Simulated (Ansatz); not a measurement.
# BaTiO3: properties at the relaxed cell

Aim: for BaTiO3, fit an equation of state.

Program: Ansatz 0.2.0. Level of theory: DFT PBEsol, scalar-relativistic, plane waves, PAW. These are calculated values, not measurements.

1 further run of the same task is left out (set aside as unsound or not needed).

**1. Starting point**

It takes space group R3m (No. 160, trigonal). Conventional cell: a = 5.635 Å, b = 5.635 Å, c = 6.925 Å, α = 90.00°, β = 90.00°, γ = 120.00°. Around Ba (site symmetry 3m) lie 12 O at 2.76 to 2.89 Å. Around Ti (site symmetry 3m) lie 6 O at 1.88 to 2.12 Å. O (site symmetry m) is surrounded by 2 Ti at 1.88 to 2.12 Å.

As a file:

```
CELL_PARAMETERS angstrom
2.81727 1.62655 2.30833
-2.81727 1.62655 2.30833
0.00000 -3.25311 2.30833
ATOMIC_POSITIONS crystal
Ba 0.99765 0.99765 0.99765
Ti 0.48662 0.48662 0.48662
O 0.50955 0.50955 0.01583
O 0.01583 0.50955 0.50955
O 0.50955 0.01583 0.50955
```

This cell was relaxed beforehand with the same method: volume 12.69 Å³/atom, gap on the mesh 2.35 eV.

**2. Volume × 0.97**

The input, input.yaml:

```yaml
crystal:
  lattice:
    - [2.7888134517, 1.610122197, 2.2850086799]
    - [-2.7888134517, 1.610122197, 2.2850086799]
    - [0.0, -3.2202443941, 2.2850086799]
  atoms:
    - { symbol: Ba, position: [-0.0023475528, -0.0023475528, -0.0023475528] }
    - { symbol: Ti, position: [0.4866171494, 0.4866171494, 0.4866171494] }
    - { symbol: O, position: [0.5095496334, 0.5095496334, 0.0158311366] }
    - { symbol: O, position: [0.0158311366, 0.5095496334, 0.5095496334] }
    - { symbol: O, position: [0.5095496334, 0.0158311366, 0.5095496334] }
basis:
  ecutwfc: 420
kpoints:
  mp_grid: { grid: [9, 9, 9] }
hamiltonian:
  xc: pbesol
scf:
  occupations: { method: gaussian, width: 0.02 }
output:
  forces: true
  stress: true
  eigenvalues: true
  write_density: true
  write_potential: true
  elf: true
  volumetric_format: npy
relax:
  adjacent_minimum: "off"
  f_tol: 0.01
  max_steps: 30
  cell: { stress_tol: 0.1, fix: [volume] }
```

The run is started by

```
ansatz run input.yaml --threads 2 --pin off --max-ram 5120MiB --backend cpu --events-out ev --progress --plain --runs-dir out
```

**3. Volume × 1.03**

input.yaml: that of step 2 with these lines changed.

```diff
@@ -2,5 +2,5 @@
   lattice:
-    - [2.7888134517, 1.610122197, 2.2850086799]
-    - [-2.7888134517, 1.610122197, 2.2850086799]
-    - [0.0, -3.2202443941, 2.2850086799]
+    - [2.8451683007, 1.6426586843, 2.3311829118]
+    - [-2.8451683007, 1.6426586843, 2.3311829118]
+    - [0.0, -3.2853173686, 2.3311829118]
   atoms:
```

**4. Point at V/V0 = 0.94**

The input, input.yaml:

```yaml
crystal:
  lattice:
    - [2.7615727237, 1.5943947554, 2.2582391569]
    - [-2.7615727237, 1.5943947554, 2.2582391569]
    - [0.0, -3.1887895109, 2.2582391569]
  atoms:
    - { symbol: Ba, position: [-0.0001015001, -0.0001015001, -0.0001015001] }
    - { symbol: Ti, position: [0.4918495202, 0.4918495202, 0.4918495202] }
    - { symbol: O, position: [0.5080314823, 0.5080314823, 0.0113890152] }
    - { symbol: O, position: [0.0113890152, 0.5080314823, 0.5080314823] }
    - { symbol: O, position: [0.5080314823, 0.0113890152, 0.5080314823] }
basis:
  ecutwfc: 420
kpoints:
  mp_grid: { grid: [9, 9, 9] }
hamiltonian:
  xc: pbesol
scf:
  occupations: { method: gaussian, width: 0.02 }
output:
  forces: true
  stress: true
  eigenvalues: true
relax:
  adjacent_minimum: "off"
  f_tol: 0.01
  max_steps: 30
  cell: { stress_tol: 0.1, fix: [volume] }
```

**5. The cell scaled to 1.06 of its volume**

The input, input.yaml:

```yaml
crystal:
  lattice:
    - [2.8699462091, 1.6569642164, 2.3578349474]
    - [-2.8699462091, 1.6569642164, 2.3578349474]
    - [0.0, -3.3139284328, 2.3578349474]
  atoms:
    - { symbol: Ba, position: [-0.0045630098, -0.0045630098, -0.0045630098] }
    - { symbol: Ti, position: [0.4824555351, 0.4824555351, 0.4824555351] }
    - { symbol: O, position: [0.5106905366, 0.5106905366, 0.0199264015] }
    - { symbol: O, position: [0.0199264015, 0.5106905366, 0.5106905366] }
    - { symbol: O, position: [0.5106905366, 0.0199264015, 0.5106905366] }
basis:
  ecutwfc: 420
kpoints:
  mp_grid: { grid: [9, 9, 9] }
hamiltonian:
  xc: pbesol
scf:
  occupations: { method: gaussian, width: 0.02 }
output:
  forces: true
  stress: true
  eigenvalues: true
relax:
  adjacent_minimum: "off"
  f_tol: 0.01
  max_steps: 30
  cell: { stress_tol: 0.1, fix: [volume] }
```

**6. Point at V/V0 = 0.91**

The input, input.yaml:

```yaml
crystal:
  lattice:
    - [2.7334654633, 1.578167021, 2.2313580256]
    - [-2.7334654633, 1.578167021, 2.2313580256]
    - [0.0, -3.1563340421, 2.2313580255]
  atoms:
    - { symbol: Ba, position: [0.0030169431, 0.0030169431, 0.0030169431] }
    - { symbol: Ti, position: [0.5011665842, 0.5011665842, 0.5011665842] }
    - { symbol: O, position: [0.5048538656, 0.5048538656, 0.0053087413] }
    - { symbol: O, position: [0.0053087413, 0.5048538656, 0.5048538656] }
    - { symbol: O, position: [0.5048538656, 0.0053087413, 0.5048538656] }
basis:
  ecutwfc: 420
kpoints:
  mp_grid: { grid: [9, 9, 9] }
hamiltonian:
  xc: pbesol
scf:
  occupations: { method: gaussian, width: 0.02 }
output:
  forces: true
  stress: true
  eigenvalues: true
relax:
  adjacent_minimum: "off"
  f_tol: 0.01
  max_steps: 30
  cell: { stress_tol: 0.1, fix: [volume] }
```

**7. Point at V/V0 = 1.10**

The input, input.yaml:

```yaml
crystal:
  lattice:
    - [2.9024882504, 1.6757523727, 2.3922512682]
    - [-2.9024882504, 1.6757523727, 2.3922512682]
    - [0.0, -3.3515047453, 2.3922512682]
  atoms:
    - { symbol: Ba, position: [-0.0068823707, -0.0068823707, -0.0068823707] }
    - { symbol: Ti, position: [0.478999724, 0.478999724, 0.478999724] }
    - { symbol: O, position: [0.5116570477, 0.5116570477, 0.0237685514] }
    - { symbol: O, position: [0.0237685514, 0.5116570477, 0.5116570477] }
    - { symbol: O, position: [0.5116570477, 0.0237685514, 0.5116570477] }
basis:
  ecutwfc: 420
kpoints:
  mp_grid: { grid: [9, 9, 9] }
hamiltonian:
  xc: pbesol
scf:
  occupations: { method: gaussian, width: 0.02 }
output:
  forces: true
  stress: true
  eigenvalues: true
relax:
  adjacent_minimum: "off"
  f_tol: 0.01
  max_steps: 30
  cell: { stress_tol: 0.1, fix: [volume] }
```

**8. The cell scaled to 0.88 of its volume**

The input, input.yaml:

```yaml
crystal:
  lattice:
    - [2.7029251415, 1.560534558, 2.2068340962]
    - [-2.7029251415, 1.560534558, 2.2068340962]
    - [0.0, -3.1210691162, 2.2068340961]
  atoms:
    - { symbol: Ba, position: [0.003804192, 0.003804192, 0.003804192] }
    - { symbol: Ti, position: [0.5037381322, 0.5037381322, 0.5037381322] }
    - { symbol: O, position: [0.5038882077, 0.5038882077, 0.0038812603] }
    - { symbol: O, position: [0.0038812603, 0.5038882077, 0.5038882077] }
    - { symbol: O, position: [0.5038882077, 0.0038812603, 0.5038882077] }
basis:
  ecutwfc: 420
kpoints:
  mp_grid: { grid: [9, 9, 9] }
hamiltonian:
  xc: pbesol
scf:
  occupations: { method: gaussian, width: 0.02 }
output:
  forces: true
  stress: true
  eigenvalues: true
relax:
  adjacent_minimum: "off"
  f_tol: 0.01
  max_steps: 30
  cell: { stress_tol: 0.1, fix: [volume] }
```

(Steps that only read results are left out.)

Q: Predict the outcome of this session. Wanted: equilibrium volume of the fit; bulk modulus.

The runs gave:

```
                     quantity          value
equilibrium volume of the fit  12.68 Å³/atom
                 bulk modulus        125 GPa
      its pressure derivative            8.3
```

**Reading.** The fit puts the minimum at 12.68 Å³/atom with B = 125 GPa and B' = 8.3. The gap on the mesh goes from 1.95 eV at the smallest volume to 2.90 eV at the largest.
